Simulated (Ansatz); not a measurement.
# Se (A7 type): how the settings move a single-point run

Question: which choices in the input matter for Se (A7 type)?

Computed with Ansatz 0.2.0 (reference: DFT, PBE, all-electron LAPW, scalar-relativistic, unless a step's input says otherwise).

### 1 The structure to begin with

The structure is cubic, space group Pm-3m (No. 221). Conventional cell: a = 2.513 Å, b = 2.513 Å, c = 2.513 Å, α = 90.00°, β = 90.00°, γ = 90.00°. Se (site symmetry m-3m) is surrounded by 6 Se at 2.51 Å.

As a file:

```cif
data_structure
_symmetry_space_group_name_H-M 'P 1'
_symmetry_Int_Tables_number 1
_cell_length_a 3.5554
_cell_length_b 3.5554
_cell_length_c 3.5554
_cell_angle_alpha 59.959
_cell_angle_beta 59.959
_cell_angle_gamma 59.959
_cell_volume 31.75
loop_
_atom_site_label
_atom_site_type_symbol
_atom_site_fract_x
_atom_site_fract_y
_atom_site_fract_z
_atom_site_occupancy
Se1 Se 0.25000 0.25000 0.25000 1
Se2 Se 0.75000 0.75000 0.75000 1
```

### 2 Baseline

input.yaml reads:

```yaml
crystal:
  lattice:
    - [1.7766107764, -1.02572671, 2.9038984747]
    - [0.0, 2.05145342, 2.9038984747]
    - [-1.7766107764, -1.02572671, 2.9038984747]
  atoms:
    - { symbol: Se, position: [0.25, 0.25, 0.25] }
    - { symbol: Se, position: [-0.25, -0.25, -0.25] }
kpoints:
  mp_grid: { grid: [13, 13, 13] }
  band_path:
    path:
      - [0.0, 0.0, 0.0]
      - [1.0, 1.0, 1.0]
      - [1.0006207668, 1.0, 0.9993792332]
      - [0.9993792332, 0.0006207668, 0.0]
      - [0.5, 0.5, 0.0]
      - [0.0, 0.0, 0.0]
      - [0.4996896166, 0.0, -0.4996896166]
      - [1.0, 0.5003103834, 0.4996896166]
      - [1.0, 0.5, 0.5]
    npoints: 8
scf:
  occupations: { method: fermi_dirac, width: 0.08 }
hamiltonian:
  xc: pbe
  pseudopotentials: { kind: all_electron, lapw: { basis_error: 0.001 } }
output:
  forces: true
  stress: true
  eigenvalues: true
  populations: true
  dos: { projected: true, de: 0.2, e_range: [-14, 8] }
```

Command:

```
ansatz run input.yaml --threads 1 --pin off --max-ram 2048MiB --backend cpu --events-out ev --progress --plain --runs-dir out
```

### 3 Variant: scf.algorithm direct_min, mixing.algorithm anderson, mixing.beta 0.1

Changes to input.yaml since step 2:

```diff
@@ -24,2 +24,4 @@
   occupations: { method: fermi_dirac, width: 0.08 }
+  algorithm: direct_min
+  mixing: { algorithm: anderson, beta: 0.1 }
 hamiltonian:
@@ -32,2 +34 @@
   populations: true
-  dos: { projected: true, de: 0.2, e_range: [-14, 8] }
```

**Question.** What will these runs give? Wanted: for each run, ending; energy change; pressure; gap; force.

The runs gave:

| run | ending | energy change | pressure (GPa) | gap (eV) | force (eV/Å) | cycles | time |
| --- | --- | --- | --- | --- | --- | --- | --- |
| reference | converged | 0 | 55.4 | 0.00 | 0.00 | 7 | 56 s |
| 1: scf.algorithm direct_min, mixing.algorithm anderson, mixing.beta 0.1 | converged | 0.0 meV/atom | 55.4 | 0.00 | 0.00 | 4 | 77 s |

Times don't compare one to one where runs were asked for different outputs or read a saved state (see the inputs); cycles may leave out searches for a lower state.

Residual by cycle in the longest SCF loop of each run; runs are numbered as in the table. The quantity is the density residual dr2, in eV.

| cycle | reference | run 1 |
| --- | --- | --- |
| 1 | 0.111 | 0.111 |
| 2 | 0.0605 | 4.2e-4 |
| 3 | 0.00439 | 5.8e-7 |
| 4 | 1.7e-4 | 2.9e-10 |
| 5 | 6.1e-5 | - |
| 6 | 5.4e-6 | - |
| 7 | 4.2e-8 | - |

What this shows: Same state: the changed solver and mixing leaves the energy within 0.5 meV/atom. Semilocal functionals close small gaps, so the missing gap need not be the real solid's. The structure is not at rest: the sound run finds 55 GPa, so these are no properties of the relaxed crystal. 
